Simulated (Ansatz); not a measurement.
System: La (fcc type), 1 atom in the cell.

All numbers below come from PBE, all-electron LAPW, point nucleus in Ansatz.

k-mesh 4×4×4 Γ-centred; Fermi–Dirac smearing of 0.15 eV; no spin polarisation; no spin–orbit coupling.

```yaml
crystal:
  lattice:
    - [0.00000, 2.64480, 2.64480]
    - [2.64480, 0.00000, 2.64480]
    - [2.64480, 2.64480, 0.00000]
  atoms:
    - { symbol: La, position: [0.00000, 0.00000, 0.00000] }
```
Lattice in Å, positions in fractions of it.

Question: Would the cell expand or shrink if it were free to relax?

Answer: The pressure is 0.83 GPa, so at these settings the cell is compressed and would expand.

The k-mesh is coarse, so these values belong to this mesh and can lie far from the converged ones. This cubic structure is a model: it isn't the usual form of the substance at ambient conditions, and such phases are metastable or hypothetical.
